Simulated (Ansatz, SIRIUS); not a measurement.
Si: programs and potentials compared

```
CELL_PARAMETERS angstrom
2.53211 0.00000 0.00000
0.00000 2.53211 0.00000
0.00000 0.00000 2.53211
ATOMIC_POSITIONS crystal
Si 0.50000 0.50000 0.50000
```

This isn't the form of Si at room conditions, which is diamond.

Alike in all runs: task equation of state; functional PBE; k mesh 10 × 10 × 10; occupations fermi-dirac, width 0.05 eV; no spin polarisation; no spin-orbit coupling.

```csv
program and potentials,plane-wave cutoff (eV),notes,equilibrium volume (Å³/atom),bulk modulus (GPa)
"Ansatz, Ansatz PAW",420,-,16.28,103.6
"Ansatz, Ansatz PAW (earlier soft set)",420,-,16.28,103.7
"SIRIUS, all-electron FP-LAPW, apw+lo standard",-,-,16.28,103.2
```

All agree on the equilibrium volume. The bulk modulus spans 103.2 (SIRIUS, all-electron FP-LAPW, apw+lo standard) to 103.7 GPa (Ansatz, Ansatz PAW (earlier soft set)), with all-electron results at 103.2.

Differences between rows come from potentials, basis sets and numerical settings, since the functional is the same but for its coding. Runs on potential files found faulty are left out.
